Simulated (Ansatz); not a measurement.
**Rb in Ansatz: convergence with ecutrho ratio**

Crystal: Rb.

```
Rb
1.0
    -2.90185    2.86931    2.77651
     2.95454   -2.89322    2.85939
     2.90989    2.90126   -2.80238
Rb
1
Cartesian
  0.0128 -0.0347 0.0024
```

The cell isn't the ideal one: cell strained at random at fixed volume.

| Quantity | Value |
| --- | --- |
| Program | Ansatz 0.2.0 |
| Task | convergence study |
| Functional | r2SCAN |
| Potentials or basis | JTH PAW |
| Cutoff | 660 eV |
| Density cutoff | 2640 eV |
| k mesh | 5 × 5 × 5 |
| Occupations | gaussian, width 0.1 eV |
| Spin | no spin polarisation |

These are the settings of the first run; the series varies ecutrho ratio, with any setting tied to it.

Hardware: 2 threads of Intel(R) Xeon(R) Processor @ 2.50GHz (Skylake/Cascade Lake) (shared host).

```
ecutrho ratio  energy less the tightest run, at zero smearing (meV/atom)  SCF cycles  CPU time (s)  peak memory (GiB)
            4                                                       0.00           7            31               0.79
            5                                                       0.00           7            32               0.88
            6                                                       0.00           7            39                1.1
            8                                                       0.00           7            47                1.4
           10                                                       0.00           7            76                2.1
           12                                                       0.00           7            83                2.2
```

Against the tightest run, the energy stays within 1 meV/atom from 4 on. The tightest run that finished is the yardstick and may itself not be fully converged.
